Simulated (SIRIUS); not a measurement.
# AlN: single point with PBEsol

**What was measured.**

From “Structural and optical properties of self-assembled AlN nanowires grown on SiO2/Si substrates by molecular beam epitaxy”, 2024, arxiv:2402.00216, for a bulk crystal of AlN at 0 K: band gap 6.0343 eV (an exciton energy, a little under the gap).

AlN:

```
Al N
1.0
     3.11300    0.00000    0.00000
    -1.55650    2.69594    0.00000
     0.00000    0.00000    4.98100
Al N
2 2
Direct
  0.66667 0.33333 0.50000
  0.33333 0.66667 0.00000
  0.66667 0.33333 0.88000
  0.33333 0.66667 0.38000
```

```json
{
  "Program": "SIRIUS 7.10.0",
  "Task": "single point",
  "Functional": "PBEsol",
  "Potentials or basis": "PseudoDojo 0.4.1 PBEsol standard (scalar relativistic)",
  "Cutoff": "1152 eV",
  "Density cutoff": "4606 eV",
  "k mesh": "10 × 10 × 6",
  "Occupations": "fermi-dirac, width 0.05 eV",
  "Spin": "no spin polarisation",
  "Libxc names": "[\"XC_GGA_X_PBE_SOL\", \"XC_GGA_C_PBE_SOL\"]",
  "Energy tol": "1e-08 Ha",
  "Density tol": "1e-06",
  "Mixer": "anderson",
  "Mixing beta": "0.7",
  "Max scf": "100",
  "Radial cutoff for the potentials' integrals": "6.5 bohr"
}
```

| Item | Value |
| --- | --- |
| Pressure | 0.1 GPa |
| Largest force | 0.132 eV/Å |
| Band gap on the k mesh | 4.14 eV |

Forces in eV/Å, atoms in the order of the input:
```
Al   0.000  0.000 -0.132
Al   0.000  0.000 -0.132
N    0.000  0.000  0.132
N    0.000  0.000  0.132
```

Stress tensor (GPa, compression positive):
```
-0.38  0.00  0.00
 0.00 -0.38  0.00
 0.00  0.00  1.16
```

It took 88 s on 1 thread of Arm Neoverse V2, on a shared host, peak memory 0.57 GiB.

Against the measured gap of AlN, 6.0343 eV (an exciton energy, a little under the gap; 0 K; quoted in “Structural and optical properties of self-assembled AlN nanowires grown on SiO2/Si substrates by molecular beam epitaxy”, 2024, arxiv:2402.00216), the calculated 4.14 eV is off by -1.90 eV. 2 values of this kind are on record (6.034 to 6.0343 eV); this one was drawn at random. The value is that of PBEsol on a finite k mesh, which can miss the band edges, without temperature or zero-point motion. Semilocal functionals fall short of measured gaps as a rule.
